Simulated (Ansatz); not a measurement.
Runs of Ansatz 0.2.0 on Cu. It takes space group I4/mmm (No. 139, tetragonal). Conventional cell: a = 2.886 Å, b = 2.886 Å, c = 2.752 Å, α = 90.00°, β = 90.00°, γ = 90.00°. Cu (site symmetry 4/mmm) is surrounded by 10 Cu at 2.46 to 2.75 Å. This isn't the form of Cu at room conditions, which is fcc.

```tsv
task	level	cell	k mesh	atoms under strain	gap on the mesh (eV)	pressure (GPa)	relaxed volume (Å³/atom)
relaxation of cell and atoms	BLYP+D3(BJ)	relaxed	13 × 13 × 13	-	none	0.0	11.18
elastic constants	LDA	as given	10 × 10 × 10	relaxed	none	(a)	-
phonons	LDA	as given	10 × 10 × 10	-	none	-	-
relaxation of cell and atoms	BLYP+D4	relaxed	13 × 13 × 13	-	none	0.0	11.51
```

Alike in all rows: potentials or basis Ansatz PAW; no spin polarisation; cutoff (eV) 420; smearing fermi-dirac 0.05 eV.

Question: Estimate the missing entries.

Answer: (a) -7.8.

Caveats: the PAW data sets come from PBE, with cores solved anew for the run's functional, which leaves a small shift of forces and pressure; the plane-wave basis is chosen anew once the cell has moved, so the energies of steps on either side of that aren't comparable (some runs); pairwise dispersion overbinds metals, which lowers pressure and volume (some runs); the cell is more than 3 GPa from zero pressure, which shifts response properties (some runs); the elastic tensor has a negative eigenvalue, so either the cell is unstable as it stands or the mesh is too thin (some runs).

A gap of «none» marks a metal or a gap under the smearing width.

Runs at the PBE level aren't shown here.
